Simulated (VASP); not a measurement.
Write the native input for VASP 6.6.1 that does the following.

| Item | Value |
| --- | --- |
| Task | single point |
| Functional | PBE |
| Dispersion | D3(BJ) |
| Potentials or basis | VASP PAW PBE potentials, release 64 (O, H, C) |
| Cutoff | 520 eV |
| k mesh | 1 × 1 × 1 |
| Occupations | fermi-dirac, width 0.05 eV |
| Spin | no spin polarisation |
| Dipole correction | no |
| Further INCAR settings | LREAL = Auto; ALGO = Fast; EDIFF = 1e-06; NBANDS = 59 |

The structure of H16CO10 lies in POSCAR:

```
H16CO10
1.0
    6.9561890000      0.0000000000      0.0000000000
    0.0000000000      6.9561890000      0.0000000000
    0.0000000000      0.0000000000      6.9561890000
O H C
10 16 1
Direct
    0.5595921449      0.8890593364      0.8114542022
    0.0205257194      0.3415502017      0.1120865429
    0.3293133538      0.0770710752      0.5680068514
    0.9680962580      0.7182759697      0.3068294665
    0.1258348185      0.7646868814      0.6919785845
    0.6209495095      0.3206064896      0.1214302261
    0.4434096066      0.5207683322      0.8144367922
    0.2856973838      1.0632421218      0.1618515919
    0.9057925207      0.3975006077      0.5849272994
    0.9117154628      0.1206522107      0.7752850783
    0.4959831211      0.9657319573      0.7075930184
    0.6899657793      0.9392658305      0.8183963666
    0.0335551321      0.4596062452      0.1876070638
   -0.1187294598      0.3134267435      0.1185931630
    0.3324737142      0.0654687717      0.4274224589
    0.2412928015     -0.0290925105      0.6077983903
    1.0162092832      0.8274137959      0.2316135603
    0.8311490444      0.7115269360      0.2773954018
    0.2115275957      0.6610388151      0.7353839349
    0.0595723341      0.7150116904      0.5780056896
    0.5625018931      0.3950660117      0.0151030060
    0.5202493730      0.2264233327      0.1523279125
    0.5100532104      0.6468336379      0.7975992995
    0.4685495900      0.4460979496      0.6988316919
    0.3286130126      1.0026040987      0.0427668704
    0.1879696111      1.1640234374      0.1289945134
    0.9121040860      0.2586114305      0.6791261234
```

The cell was built by a generator and needn't be a form met in nature.

One way to write it, as run:

INCAR

```
PREC = Accurate ; ENCUT = 520
EDIFF = 1E-6 ; ISMEAR = -1
SIGMA = 0.05 ; LREAL = Auto
LASPH = True ; NELM = 100
ALGO = Fast ; ISIF = 2
LWAVE = False ; LCHARG = False
GGA = PE ; IVDW = 12
NBANDS = 59
```

KPOINTS

```
regular mesh
0
Gamma
  1 1 1
```

Potentials or basis: VASP PAW PBE potentials, release 64 (O, H, C).

Launch:

```sh
$ cat potpaw_PBE.64/O/POTCAR potpaw_PBE.64/H/POTCAR potpaw_PBE.64/C/POTCAR > POTCAR
$ mpirun -np 1 vasp_gam > vasp.out
```

It gave:

```yaml
Pressure: -0.2 GPa
Largest_force: 0.581 eV/Å
Band_gap_on_the_k_mesh: 4.63 eV, direct
Dispersion_energy_per_atom: -0.031 eV
```

Caveat: the standard files for N, O and F lose accuracy on very short bonds.

Wall time 42 s on 1 thread of Intel(R) Xeon(R) Platinum 8488C (Sapphire Rapids), with other jobs on the host, peak memory 0.37 GiB.
